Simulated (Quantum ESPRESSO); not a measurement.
**Sn: Wannier functions under several settings**

```xyz
2
Lattice="0.0000 3.2333 3.2333 3.2333 0.0000 3.2333 3.2333 3.2333 0.0000" Properties=species:S:1:pos:R:3 pbc="T T T"
Sn    4.8500    4.8500    4.8500
Sn    3.2333    3.2333    3.2333
```

This isn't the form of Sn at room conditions, which is tetragonal (white tin).

All runs used Quantum ESPRESSO 7.5; k mesh 5 × 5 × 5; given cell; cutoff 980 eV; occupations fermi-dirac, width 0.05 eV.

```tsv
level	potentials	spin	start	Wannier mesh	functions	spread a function (Å²)	RMS miss of the bands (meV)
PBEsol	PseudoDojo 0.4.1 SR PBEsol standard	no spin polarisation	SCDM with an erfc weight	4 × 4 × 4	8	3.11	79
PBEsol	PseudoDojo 0.4 FR PBEsol standard	spin-orbit coupling, no magnetisation	atomic projections with disentanglement	4 × 4 × 4	?	?	?
LDA	PseudoDojo 0.4.1 SR LDA standard	no spin polarisation	atomic projections with disentanglement	4 × 4 × 4	8	1.78	62
```

Question: What stands in the row left open?

Answer: Functions 16; spread a function 2.57 Å²; RMS miss of the bands 53 meV.

For the row left open. Caveat: the k mesh is coarse.
